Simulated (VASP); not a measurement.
Input of a VASP 6.6.1 run:

INCAR

```
PREC = Accurate
ENCUT = 600
EDIFF = 1E-6
ISMEAR = 0
SIGMA = 0.02
LREAL = False
LASPH = True
NELM = 60
ALGO = Normal
ISIF = 3
LWAVE = False
LCHARG = False
GGA = PE
IVDW = 12
IBRION = 2
NSW = 100
EDIFFG = -0.01
```

File KPOINTS:

```
Automatic mesh
0
Gamma
  8 8 8
```

POSCAR

```
KF
1.0
    0.0000000000      2.6544134600      2.6544134600
    2.6544134600      0.0000000000      2.6544134600
    2.6544134600      2.6544134600      0.0000000000
K F
1 1
Direct
    0.0000000000      0.0000000000      0.0000000000
    0.5000000000      0.5000000000      0.5000000000
```

Potentials or basis: VASP PAW PBE potentials, release 64 (K_sv, F).

Launch:

```sh
$ cat potpaw_PBE.64/K_sv/POTCAR potpaw_PBE.64/F/POTCAR > POTCAR
$ mpirun -np 1 vasp_std > vasp.out
```

(1) What does it give for the dispersion energy per atom?

(2) What does it give for the band gap on the k mesh?

Answers

(1) -0.158 eV.

(2) 6.16 eV, direct.
